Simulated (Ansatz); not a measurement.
# BaTe: pressure and energy less free atoms against volume scale

All results are calculated (Ansatz 0.2.0). Periodic Kohn-Sham DFT of a crystal at fixed atoms, scaled to volume_scale times the given cell; pressure positive in compression, energy less spherical unpolarised free atoms, largest_vzz the field gradient of largest size among the nuclei.

The cell before it is scaled or strained (space group F-43m, No. 216):
```
cell vectors (Å)
   0.0000     3.9165     3.9165
   3.9165     0.0000     3.9165
   3.9165     3.9165     0.0000
atoms (fractions of the cell vectors)
Ba  0.00000  0.00000  0.00000
Te  0.25000  0.25000  0.25000
```

Settings of every row: method all-electron LAPW; functional PBE; relativity scalar; k mesh 11x11x11; filling fermi-dirac; smearing width 0.05 eV; basis error target 0.5 meV/atom; nucleus gaussian.

Atom start moment: 0 on all atoms.

Limits: no spin-orbit coupling on heavy atoms; the cell comes from a prototype or a list of computed structures and needn't be the stable phase.

| row | volume scale | V (Å³/atom) | pressure (GPa) | energy less free atoms (eV/atom) |
| --- | --- | --- | --- | --- |
| 1 | 0.96 | 57.672 | 0.79 | -4.0507 |
| 2 | 0.98 | 58.874 | 0.361 | -4.055 |
| 3 | 1 | 60.073 | ? | ? |
| 4 | 1.02 | 61.277 | -0.375 | -4.0547 |
| 5 | 1.04 | 62.478 | -0.691 | -4.0506 |

Question: what pressure and energy less free atoms should row 3 give?

Worked fit of pressure. Take u = (V_r/V)^(2/3) − 1 with V_r = 60.076 Å³ an atom, which is twice the finite (Eulerian) strain; such expansions in the strain, on which the Birch-Murnaghan equation of state is built, carry the rest volume and the bulk modulus. The shown rows have u = 0.0276, 0.01357, -0.01311, -0.0258. Least squares give pressure = −0.026 + 27.596 × u + 71 × u² GPa; a straight line predicts inner rows, each left out in turn, worse (root mean square 0.029 against 0.0014 GPa). The rows lie off it by 0.000, -0.001, 0.001, 0.000. The pressure vanishes at u = 0.0009, or V = 59.99 Å³ an atom, and there the bulk modulus at fixed shape and fractions is B = −V dP/dV = (2/3)(1 + u) dP/du = 18.5 GPa. The withheld row has u = 3e-05, so the fit gives −0.026 + 27.596 × (3e-05) + 71 × (3e-05)² = -0.025 GPa.

The calculation gave -0.026 GPa. The fit lies 0.001 GPa (3.8 % of the value, 0.068 % of the column's range) above it, one unit of the last digit.

Worked fit of energy less free atoms. Take u = (V_r/V)^(2/3) − 1 with V_r = 60.076 Å³ an atom, which is twice the finite (Eulerian) strain; such expansions in the strain, on which the Birch-Murnaghan equation of state is built, carry the rest volume and the bulk modulus. The shown rows have u = 0.0276, 0.01357, -0.01311, -0.0258. Least squares give energy less free atoms = −4.05624 − 0.0158 × u + 7.86 × u² eV/atom; a straight line predicts inner rows, each left out in turn, worse (root mean square 0.0032 against 3.1e-05 eV/atom). All shown rows lie on it to the printed digit. Its lowest point lies at u = 0.0010, or V = 59.99 Å³ an atom, and the curvature there gives the bulk modulus at fixed shape and fractions, B = (4/9)(1 + u)² E″(u)/V = 18.7 GPa. The withheld row has u = 3e-05, so the fit gives −4.05624 − 0.0158 × (3e-05) + 7.86 × (3e-05)² = -4.0562 eV/atom.

The calculation gave -4.0562 eV/atom. The fit meets it to the printed digit.
